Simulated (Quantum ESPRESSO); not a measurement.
## AlN in Quantum ESPRESSO: convergence with k mesh

Input of the first run (k mesh 2 × 2 × 2); the others differ in this setting and in those tied to it:

File pw.in:

```
&CONTROL
  calculation = 'scf'
  prefix = 'pwscf'
  outdir = './tmp'
  pseudo_dir = './pseudo'
  tprnfor = .true.
  tstress = .true.
  disk_io = 'nowf'
/
&SYSTEM
  ibrav = 0
  nat = 2
  ntyp = 2
  ecutwfc = 84
  nbnd = 9
  occupations = 'smearing'
  smearing = 'fd'
  degauss = 0.00734986
/
&ELECTRONS
  conv_thr = 4d-10
  electron_maxstep = 120
  mixing_beta = 0.5
/
ATOMIC_SPECIES
Al    26.9815 Al.upf
N     14.0070 N.upf
CELL_PARAMETERS angstrom
   0.0000000000    2.1839935596    2.1839935596
   2.1839935596    0.0000000000    2.1839935596
   2.1839935596    2.1839935596    0.0000000000
ATOMIC_POSITIONS crystal
Al     0.0000000000    0.0000000000    0.0000000000
N      0.2500000000    0.2500000000    0.2500000000
K_POINTS automatic
2 2 2 0 0 0
```

Potentials or basis: PseudoDojo 0.4.1 SR PBEsol standard.

The run is started by

```console
$ OMP_NUM_THREADS=1 pw.x -in pw.in > pw.out
```

Measurements of this composition are mostly on another form, of space group No. 186.

Hardware: 1 thread of Arm Neoverse V2, with other jobs on the host.

```
      k mesh  energy less the tightest run, at zero smearing (meV/atom)  pressure (GPa)  gap on the mesh (eV)  SCF cycles  CPU time (s)  peak memory (GiB)
   2 × 2 × 2                                                     742.73            5.82                 2.687          12           1.3               0.05
   3 × 3 × 3                                                     103.64            1.62                 4.061          12           1.6               0.05
   4 × 4 × 4                                                      19.43            1.25                 3.158          11           2.4               0.05
   6 × 6 × 6                                                       0.99            1.21                 3.186          10             4               0.05
   8 × 8 × 8                                                       0.07            1.21                 3.188          10           6.7               0.05
   9 × 9 × 9                                                       0.02            1.21                 3.373          13            10               0.05
10 × 10 × 10                                                       0.01            1.21                 3.188          13            13               0.05
12 × 12 × 12                                                       0.00            1.21                 3.188          13            20               0.05
14 × 14 × 14                                                       0.00            1.21                 3.188          13            29               0.06
```

Against the tightest run, the energy stays within 1 meV/atom from 6 × 6 × 6 on; the pressure stays within 0.1 GPa from 4 × 4 × 4 on; the gap on the mesh stays within 0.01 eV from 10 × 10 × 10 on. Meshes of other sizes hit other points, so gaps and Fermi surfaces needn't settle smoothly. The tightest run that finished is the yardstick and may itself not be fully converged.
